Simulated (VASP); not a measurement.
# VASP 6.6.1 run: Si

INCAR

```
ISMEAR = -1
NSW = 0
NELM = 50
EDIFF = 1E-7
LREAL = .FALSE.
IBRION = -1
NBANDS = 11
LWAVE = .FALSE.
LCHARG = .FALSE.
NELECT = 8.5
ENCUT = 520
GGA = PE
SIGMA = 0.02
LASPH = .TRUE.
PREC = Accurate
ISIF = 2
```

KPOINTS

```
KPOINTS created by Atomic Simulation Environment
0
Gamma
8 8 8
0 0 0
```

POSCAR

```
Si
 1.0000000000000000
     0.0000000000000000    2.8310036514000001    2.6414737678000000
     2.8310036514000001    0.0000000000000000    2.6414737678000000
     2.8310036514000001    2.8310036514000001    0.0000000000000000
 Si
   2
Cartesian
  0.0000000000000000  0.0000000000000000  0.0000000000000000
  1.4155018257000000  1.4155018257000000  1.3207368839000000
```

The recommended PBE PAW datasets give the neutral cell 8 valence electrons.

Command

```
mpirun -np 1 vasp_std
```

OSZICAR

```
N       E                     dE             d eps       ncg     rms          rms(c)
DAV:   1     0.104516947230E+02    0.10452E+02   -0.33340E+03  1298   0.585E+02
DAV:   2    -0.721740985544E+01   -0.17669E+02   -0.16984E+02  1719   0.852E+01
DAV:   3    -0.780334469005E+01   -0.58593E+00   -0.58351E+00  1694   0.133E+01
DAV:   4    -0.780789504419E+01   -0.45504E-02   -0.45495E-02  1582   0.144E+00
DAV:   5    -0.780794142590E+01   -0.46382E-04   -0.46382E-04  1669   0.139E-01    0.461E+00
DAV:   6    -0.764719903724E+01    0.16074E+00   -0.21182E-01  1456   0.181E+00    0.277E+00
DAV:   7    -0.759554657336E+01    0.51652E-01   -0.95320E-02  1564   0.138E+00    0.391E-01
DAV:   8    -0.759612866551E+01   -0.58209E-03   -0.39099E-03  1535   0.368E-01    0.125E-01
DAV:   9    -0.759618872900E+01   -0.60063E-04   -0.11275E-03  1466   0.141E-01    0.341E-02
DAV:  10    -0.759616721167E+01    0.21517E-04   -0.37190E-05  1502   0.342E-02    0.218E-02
DAV:  11    -0.759616554853E+01    0.16631E-05   -0.33594E-05  1524   0.268E-02    0.180E-02
DAV:  12    -0.759616387494E+01    0.16736E-05   -0.27692E-06  1457   0.791E-03    0.381E-03
DAV:  13    -0.759616392311E+01   -0.48167E-07   -0.68132E-08  1042   0.166E-03
   1 F= -.75961639E+01 E0= -.75956681E+01  d E =-.991568E-03
```

From OUTCAR

```
k-points           NKPTS =     59   k-points in BZ     NKDIM =     59   number of bands    NBANDS=     11

   NELECT =       8.5000    total number of electrons

   dimension x,y,z NGX =    30 NGY =   30 NGZ =   30
   dimension x,y,z NGXF=    60 NGYF=   60 NGZF=   60

  energy-cutoff  :      520.00
  volume of cell :       42.34
      direct lattice vectors                 reciprocal lattice vectors
     0.000000000  2.831003651  2.641473768    -0.176615809  0.176615809  0.189288270
     2.831003651  0.000000000  2.641473768     0.176615809 -0.176615809  0.189288270
     2.831003651  2.831003651  0.000000000     0.176615809  0.176615809 -0.189288270

 k-points in reciprocal lattice and weights: KPOINTS created by Atomic Simulation Env
   0.00000000  0.00000000  0.00000000       0.002
   0.12500000 -0.00000000  0.00000000       0.016
   0.25000000 -0.00000000  0.00000000       0.016
   0.37500000 -0.00000000  0.00000000       0.016
   0.50000000 -0.00000000  0.00000000       0.008
   0.12500000  0.12500000  0.00000000       0.004
   0.25000000  0.12500000  0.00000000       0.016
   0.37500000  0.12500000  0.00000000       0.016
   ...

 E-fermi :   6.6393

 k-point     1 :       0.0000    0.0000    0.0000
  band No.  band energies     occupation
      1      -6.4896      2.00000
      2       4.9941      2.00000
      3       4.9941      2.00000
      4       5.4344      2.00000
      5       7.4798      0.00000
      6       7.7353      0.00000
      7       7.7353      0.00000
      8       7.8183      0.00000
      9      12.1882      0.00000
     10      12.5528      0.00000
     11      13.2939      0.00000

 k-point     2 :       0.1250   -0.0000    0.0000
  band No.  band energies     occupation
      1      -6.2934      2.00000
      2       3.5270      2.00000
      3       4.6894      2.00000
      4       5.0505      2.00000
      5       7.3507      0.00000
      6       8.0160      0.00000
      7       8.1139      0.00000
      8       9.3416      0.00000
      9      11.8404      0.00000
     10      12.6542      0.00000
     11      13.3592      0.00000

 k-point     3 :       0.2500   -0.0000    0.0000
  band No.  band energies     occupation
      1      -5.7217      2.00000
      2       1.2807      2.00000
      3       4.1790      2.00000
      4       4.6415      2.00000
      5       6.8188      0.00025
      6       8.4570      0.00000
      7       8.6692      0.00000
      8      11.4928      0.00000
      9      12.1191      0.00000
     10      12.3281      0.00000
     11      13.8446      0.00000

 k-point     4 :       0.3750   -0.0000    0.0000
  band No.  band energies     occupation
      1      -4.8668      2.00000
      2      -0.6611      2.00000
      3       3.8141      2.00000
      4       4.3696      2.00000
      5       6.4170      1.99997
      6       8.2953      0.00000
      7       8.8515      0.00000
      8      12.6964      0.00000
      9      13.1674      0.00000
     10      13.7377      0.00000
     11      14.4378      0.00000

 k-point     5 :       0.5000   -0.0000    0.0000
  band No.  band energies     occupation
      1      -4.2628      2.00000
      2      -1.6360      2.00000
      3       3.6869      2.00000
      4       4.2786      2.00000
      5       6.2740      2.00000
      6       8.1720      0.00000
      7       8.8172      0.00000
      8      12.5594      0.00000
      9      15.0080      0.00000
     10      15.2355      0.00000
     11      15.8897      0.00000

 ...

  Total        3.5691057      3.5691057      3.9022953      0.0000000      0.0000000      0.0000000
  in kB      135.0556740    135.0556740    147.6636336      0.0000000      0.0000000      0.0000000
  external PRESSURE =     139.2583272 kB  Pullay stress =       0.0000000 kB

 POSITION                                       TOTAL-FORCE (eV/Angst)
 -----------------------------------------------------------------------------------
      0.00000      0.00000      0.00000        -0.000000     -0.000000      0.000000
      1.41550      1.41550      1.32074         0.000000      0.000000     -0.000000
 -----------------------------------------------------------------------------------
    total drift:                               -0.000000     -0.000000     -0.000000

  FREE ENERGIE OF THE ION-ELECTRON SYSTEM (eV)
  ---------------------------------------------------
  free  energy   TOTEN  =        -7.5961639231 eV

  energy  without entropy=       -7.5951723550  energy(sigma->0) =       -7.59566814
```

It converged. Results: pressure 13.9 GPa.

The cell is charged and sits in a uniform background.

For comparison, a separate PBE run of the intended cell, on usual settings and not on those above, gives a gap of 0.00 eV on its mesh and a pressure of -3.0 GPa.

The run above took about 30 s on one core of a shared host (Intel Xeon Platinum 8488C) and held 0.17 GiB at most.
